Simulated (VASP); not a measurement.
# SiC3 (R3m) in VASP: further runs, part 2 of 2

VASP 6.6.1.

**5. Band structure, PBE**

This run uses another cell than the first one, of 8.18 Å³/atom, 0.995 times its volume.

The input, POSCAR:

```
SiC3                                    
1.0
   -0.0000000000     -2.0065824221     -2.0065824221
   -2.0065824221      0.0000000000     -2.0065824221
    2.0401188760      2.0401188760     -4.0467012981
  C               Si            
     3     1
Direct
     0.8634228433684463    0.8634228433684463    0.4097314698946611
     0.3836109494495535    0.3836109494495535    0.8491671516513395
     0.7540882573028942    0.7540882573028942    0.7377352280913174
     0.2488779498791060    0.2488779498791059    0.2533661503626822
```

The input, INCAR.step1:

```
SYSTEM = SiC3
  ALGO = Fast
  EDIFF = 1E-6
  ENCUT = 520
  GGA = PE
  ISIF = 2
  ISMEAR = 0
  LASPH = .True.
  LCHARG = .True.
  LREAL = .False.
  LWAVE = .False.
  NELM = 80
  PREC = Accurate
  SIGMA = 0.02
```

The input, KPOINTS.step1:

```
k-points
0
Gamma
  10 10 10
  0 0 0
```

The input, INCAR.step2:

```
SYSTEM = SiC3
  ALGO = Fast
  EDIFF = 1E-6
  ENCUT = 520
  GGA = PE
  ICHARG = 11
  ISIF = 2
  ISMEAR = 0
  LASPH = .True.
  LCHARG = .False.
  LREAL = .False.
  LWAVE = .False.
  NELM = 80
  PREC = Accurate
  SIGMA = 0.05
```

The input, KPOINTS.step2:

```
path GLB1,BZGX,QFP1Z,LP
10
line-mode
reciprocal
 0.0000000000  0.0000000000  0.0000000000  G
 0.0000000000 -0.5000000000  0.0000000000  L

 0.0000000000 -0.5000000000  0.0000000000  L
 0.3750000000 -0.3125000000  0.1875000000  B1

 0.3125000000 -0.3125000000  0.5000000000  B
 0.0000000000  0.0000000000  0.5000000000  Z

 0.0000000000  0.0000000000  0.5000000000  Z
 0.0000000000  0.0000000000  0.0000000000  G

 0.0000000000  0.0000000000  0.0000000000  G
 0.3437500000 -0.3437500000  0.0000000000  X

 0.3437500000 -0.3125000000  0.3437500000  Q
 0.5000000000  0.0000000000  0.5000000000  F

 0.5000000000  0.0000000000  0.5000000000  F
 0.4687500000  0.0000000000  0.6562500000  P1

 0.4687500000  0.0000000000  0.6562500000  P1
 0.0000000000  0.0000000000  0.5000000000  Z

 0.0000000000 -0.5000000000  0.0000000000  L
 0.0000000000 -0.4687500000  0.3437500000  P
```

Potentials or basis: VASP PAW PBE potentials, release 64 (C, Si).

Started as:

```console
$ cat potpaw_PBE.64/C/POTCAR potpaw_PBE.64/Si/POTCAR > POTCAR
$ cp INCAR.step1 INCAR
$ cp KPOINTS.step1 KPOINTS
$ mpirun -np 1 vasp_std > vasp.out
$ cp INCAR.step2 INCAR
$ cp KPOINTS.step2 KPOINTS
$ mpirun -np 1 vasp_std > vasp.out
```

OUTCAR:

```text
SYSTEM = SiC3
   EDIFF = 1E-6
   ENCUT = 520
   GGA = PE
   ICHARG = 11
   ISIF = 2
   ISMEAR = 0
   LASPH = .True.
   LREAL = .False.
   NELM = 80
   PREC = Accurate

 ion  position               nearest neighbor table
   1  0.863  0.863  0.410-   3 1.54   4 1.80   4 1.80   4 1.80
   2  0.384  0.384  0.849-   3 1.72   3 1.72   3 1.72   4 1.90
   3  0.754  0.754  0.738-   1 1.54   2 1.72   2 1.72   2 1.72
   4  0.249  0.249  0.253-   1 1.80   1 1.80   1 1.80   2 1.90

  LATTYP: Found a trigonal (rhomboedric) cell.
 ALAT       =     4.9699055778
 COS(alpha) =     0.8369886923
[... 553 lines left out ...]
  --------------------------------------------------------------------------------------
  -------------------------------------------------------------------------------------
  Total        2.6784940      2.6784940      2.6784940     -0.7343902      0.7343902      0.7343902
  in kB      131.1475723    131.1475723    131.1475723    -35.9580745     35.9580745     35.9580745
  external PRESSURE =     131.1475723 kB  Pullay stress =       0.0000000 kB

 VOLUME and BASIS-vectors are now :
 -----------------------------------------------------------------------------
  energy-cutoff  :      520.00
  volume of cell :       32.72
      direct lattice vectors                 reciprocal lattice vectors
     0.000000000 -2.006582422 -2.006582422     0.125104078 -0.373255714 -0.125104078
    -2.006582422  0.000000000 -2.006582422    -0.373255714  0.125104078 -0.125104078
     2.040118876  2.040118876 -4.046701298     0.123047557  0.123047557 -0.123047557

 POSITION                                       TOTAL-FORCE (eV/Angst)
 -----------------------------------------------------------------------------------
     -0.89663     -0.89663     -5.12312         0.064841      0.064841     -0.064841
      0.96265      0.96265     -4.97582        -0.229404     -0.229404      0.229404
     -0.00807     -0.00807     -6.01167        -0.250400     -0.250400      0.250400
      0.01750      0.01750     -2.02409         0.414963      0.414963     -0.414963
 -----------------------------------------------------------------------------------
    total drift:                                0.146551      0.146551     -0.146660

  FREE ENERGIE OF THE ION-ELECTRON SYSTEM (eV)
  ---------------------------------------------------
  free  energy   TOTEN  =       -28.4539674942 eV

  energy  without entropy=      -28.4539674942  energy(sigma->0) =      -28.45396749
```

OUTCAR.step1:

```text
SYSTEM = SiC3
   EDIFF = 1E-6
   ENCUT = 520
   GGA = PE
   ISIF = 2
   ISMEAR = 0
[... 592 lines left out ...]
     -0.89663     -0.89663     -5.12312         0.000457      0.000457     -0.000457
      0.96265      0.96265     -4.97582         0.007809      0.007809     -0.007809
     -0.00807     -0.00807     -6.01167         0.001163      0.001163     -0.001163
      0.01750      0.01750     -2.02409        -0.009429     -0.009429      0.009429
 -----------------------------------------------------------------------------------
    total drift:                                0.000045      0.000045     -0.000049

  FREE ENERGIE OF THE ION-ELECTRON SYSTEM (eV)
  ---------------------------------------------------
  free  energy   TOTEN  =       -31.0428025804 eV

  energy  without entropy=      -31.0428025804  energy(sigma->0) =      -31.04280258
```

Wall time 26 s (1 thread of Intel Xeon 6975P-C (Granite Rapids), shared host); peak memory 0.17 GiB.

Results:

| Quantity | Value |
| --- | --- |
| Band gap on the k mesh | 1.51 eV, indirect (least direct gap 3.13 eV) |
| Band gap along the path | 1.51 eV, indirect (least direct gap 3.13 eV) |

Levels at the corners of the path, in eV from the valence-band top:
```tsv
point	band 6	band 7	band 8	band 9	band 10	band 11
Γ	-1.05	0.00	0.00	3.71	4.64	4.64
L	-5.08	-4.98	-2.41	3.15	4.03	6.17
L	-5.08	-4.98	-2.41	3.15	4.03	6.17
B1	-6.22	-4.92	-3.39	3.31	4.32	7.90
B	-6.22	-4.92	-3.39	3.31	4.32	7.90
Z	-2.81	-0.34	-0.34	3.79	5.22	5.22
Z	-2.81	-0.34	-0.34	3.79	5.22	5.22
Γ	-1.05	0.00	0.00	3.71	4.64	4.64
Γ	-1.05	0.00	0.00	3.71	4.64	4.64
X	-5.74	-5.35	-3.42	3.22	5.02	7.13
Q	-5.74	-5.35	-3.42	3.22	5.02	7.13
F	-5.30	-2.39	-1.62	1.51	2.59	6.31
F	-5.30	-2.39	-1.62	1.51	2.59	6.31
P1	-5.21	-3.09	-1.81	1.78	3.08	6.09
P1	-5.21	-3.09	-1.81	1.78	3.08	6.09
Z	-2.81	-0.34	-0.34	3.79	5.22	5.22
L	-5.08	-4.98	-2.41	3.15	4.03	6.17
P	-5.21	-3.09	-1.81	1.78	3.08	6.09
```

Caveat: the log is that of the step along the path at fixed density, whose energy, stress, charges and moments have no meaning. As with any semilocal functional, this PBE gap is likely too small.

**6. Band structure, PBEsol**

This run uses another cell than the first one, of 8.11 Å³/atom, 0.987 times its volume.

The input, POSCAR:

```
SiC3                                    
1.0
    0.0000000000     -2.0080118239     -2.0080118239
   -2.0080118239     -0.0000000000     -2.0080118239
    2.0133258873      2.0133258873     -4.0213377112
  C               Si            
     3     1
Direct
     0.8635859444159230    0.8635859444159230    0.4092421667522314
     0.3838637064811121    0.3838637064811121    0.8484088805566640
     0.7540688996801924    0.7540688996801924    0.7377933009594231
     0.2484814494227726    0.2484814494227726    0.2545556517316819
```

The input, INCAR.step1:

```
  PREC = Accurate
  ENCUT = 520
  EDIFF = 1E-6
  ISMEAR = 0
  SIGMA = 0.02
  LREAL = F
  LASPH = T
  NELM = 60
  ALGO = Normal
  ISIF = 2
  LWAVE = F
  LCHARG = T
  GGA = PS
```

The input, KPOINTS.step1:

```
regular mesh
0
Gamma
  3 3 3
```

The input, INCAR.step2:

```
  PREC = Accurate
  ENCUT = 520
  EDIFF = 1E-6
  ISMEAR = 0
  SIGMA = 0.05
  LREAL = F
  LASPH = T
  NELM = 60
  ALGO = Normal
  ISIF = 2
  LWAVE = F
  LCHARG = F
  GGA = PS
  ICHARG = 11
```

KPOINTS.step2 is that of step 5.

Potentials or basis: VASP PAW PBE potentials, release 64 (C, Si).

Started as:

```console
$ cat potpaw_PBE.64/C/POTCAR potpaw_PBE.64/Si/POTCAR > POTCAR
$ cp INCAR.step1 INCAR
$ cp KPOINTS.step1 KPOINTS
$ mpirun -np 1 vasp_std > vasp.out
$ cp INCAR.step2 INCAR
$ cp KPOINTS.step2 KPOINTS
$ mpirun -np 1 vasp_std > vasp.out
```

Run time: 17 s. Hardware: 1 thread of Intel Xeon Platinum 8259CL at 2.50GHz (Skylake/Cascade Lake), shared host; peak memory 0.16 GiB.

Results (log left out):

- Band gap along the path: 1.42 eV, indirect (least direct gap 3.03 eV)

Levels at the corners of the path, in eV from the valence-band top:
| point | band 4 | band 5 | band 6 | band 7 | band 8 | band 9 | band 10 | band 11 | band 12 |
| --- | --- | --- | --- | --- | --- | --- | --- | --- | --- |
| Γ | -2.94 | -2.94 | -0.93 | 0.00 | 0.00 | 3.67 | 4.60 | 4.60 | 4.91 |
| L | -8.16 | -6.61 | -5.08 | -5.06 | -2.47 | 3.01 | 3.91 | 6.17 | 8.87 |
| L | -8.16 | -6.61 | -5.08 | -5.06 | -2.47 | 3.01 | 3.91 | 6.17 | 8.93 |
| B1 | -9.15 | -7.08 | -6.28 | -4.91 | -3.35 | 3.34 | 4.31 | 7.91 | 8.19 |
| B | -9.15 | -7.08 | -6.28 | -4.91 | -3.35 | 3.34 | 4.31 | 7.91 | 8.19 |
| Z | -4.89 | -2.86 | -2.86 | -0.37 | -0.37 | 3.73 | 5.22 | 5.22 | 5.38 |
| Z | -4.89 | -2.86 | -2.86 | -0.37 | -0.37 | 3.73 | 5.22 | 5.22 | 5.38 |
| Γ | -2.94 | -2.94 | -0.93 | 0.00 | 0.00 | 3.67 | 4.60 | 4.60 | 4.91 |
| Γ | -2.94 | -2.94 | -0.93 | 0.00 | 0.00 | 3.67 | 4.60 | 4.60 | 4.91 |
| X | -8.99 | -7.59 | -5.75 | -5.37 | -3.38 | 3.23 | 5.05 | 7.23 | 8.39 |
| Q | -8.99 | -7.59 | -5.75 | -5.37 | -3.38 | 3.23 | 5.05 | 7.23 | 8.39 |
| F | -9.73 | -5.39 | -5.39 | -2.31 | -1.61 | 1.42 | 2.50 | 6.32 | 6.40 |
| F | -9.73 | -5.39 | -5.39 | -2.31 | -1.61 | 1.42 | 2.50 | 6.31 | 6.32 |
| P1 | -8.85 | -5.69 | -5.30 | -3.01 | -1.82 | 1.69 | 3.00 | 6.02 | 6.83 |
| P1 | -8.85 | -5.69 | -5.30 | -3.01 | -1.82 | 1.69 | 3.00 | 6.02 | 6.83 |
| Z | -4.89 | -2.86 | -2.86 | -0.37 | -0.37 | 3.73 | 5.22 | 5.22 | 5.38 |
| L | -8.16 | -6.61 | -5.08 | -5.06 | -2.47 | 3.01 | 3.91 | 6.17 | 8.89 |
| P | -8.85 | -5.69 | -5.30 | -3.01 | -1.82 | 1.69 | 3.00 | 6.02 | 6.84 |

Caveat: the k mesh is coarse (spacing up to 0.86 Å⁻¹), so the values aren't converged; the log is that of the step along the path at fixed density, whose energy, stress, charges and moments have no meaning; the PAW data sets were made with another functional, which shifts forces and pressure a little.

**7. Band structure, LDA**

This run uses another cell than the first one, of 7.60 Å³/atom, 0.925 times its volume.

The input, POSCAR:

```
SiC3                                    
1.0
   -0.0000000000     -1.9538124728     -1.9538124728
   -1.9538124728     -0.0000000000     -1.9538124728
    2.0025603025      2.0025603025     -3.9563727753
  C               Si            
     3     1
Direct
     0.8628160214468281    0.8628160214468281    0.4115519356595148
     0.3841838736599194    0.3841838736599194    0.8474483790202422
     0.7534869916637540    0.7534869916637540    0.7395390250087374
     0.2495131132294980    0.2495131132294980    0.2514606603115059
```

The input, INCAR.step1:

```
SYSTEM = SiC3
  PREC = Accurate
  ENCUT = 300
  EDIFF = 1E-6
  ISMEAR = 0
  SIGMA = 0.02
  LREAL = .False.
  LASPH = .True.
  NELM = 60
  ALGO = Normal
  ISIF = 2
  LWAVE = .False.
  LCHARG = .True.
  GGA = CA
  NBANDS = 16
```

The input, KPOINTS.step1:

```
Automatic mesh
0
Gamma
  5 5 5
  0 0 0
```

The input, INCAR.step2:

```
SYSTEM = SiC3
  PREC = Accurate
  ENCUT = 300
  EDIFF = 1E-6
  ISMEAR = 0
  SIGMA = 0.05
  LREAL = .False.
  LASPH = .True.
  NELM = 60
  ALGO = Normal
  ISIF = 2
  LWAVE = .False.
  LCHARG = .False.
  GGA = CA
  NBANDS = 16
  ICHARG = 11
```

KPOINTS.step2 is that of step 6.

Potentials or basis: VASP PAW LDA potentials, release 64 (C, Si).

Started as:

```console
$ cat potpaw_LDA.64/C/POTCAR potpaw_LDA.64/Si/POTCAR > POTCAR
$ cp INCAR.step1 INCAR
$ cp KPOINTS.step1 KPOINTS
$ mpirun -np 1 vasp_std > vasp.out
$ cp INCAR.step2 INCAR
$ cp KPOINTS.step2 KPOINTS
$ mpirun -np 1 vasp_std > vasp.out
```

Wall time 11 s (1 thread of Intel Xeon Platinum 8259CL at 2.50GHz (Skylake/Cascade Lake), shared host); peak memory 0.12 GiB.

The run converged, but a check on its numbers failed (symmetry, net force, bounds or a known fault of this set-up), so they aren't taken as properties of the crystal.

Caveat: the k mesh is coarse (spacing up to 0.53 Å⁻¹), so the values aren't converged; the cutoff lies under the usual one of these potentials, so the numbers hold a large basis-set error; the log is that of the step along the path at fixed density, whose energy, stress, charges and moments have no meaning.

**8. Summary**

| level | cell | k mesh | mesh quality | gap on the mesh (eV) |
| --- | --- | --- | --- | --- |
| PBEsol | R3m, 8.22 Å³/atom | 10 × 10 × 10 | not flagged | 2.05 |
| r2SCAN | R3m, 8.1 Å³/atom | 10 × 10 × 10 | not flagged | 1.90 |
| PBE | R3m, 8.18 Å³/atom | 10 × 10 × 10 | not flagged | 1.51 |
| PBEsol | R3m, 8.11 Å³/atom | 3 × 3 × 3 | coarse | - |

Alike in all rows: task band structure; potentials or basis VASP PAW PBE potentials, release 64 (C, Si); no spin polarisation; cutoff (eV) 520; smearing gaussian 0.02 eV.

Caveats: some runs use coarse meshes; the PAW data sets were made with another functional, which shifts forces and pressure a little (some runs).

Absolute energies hang on the potentials; compare differences alone.
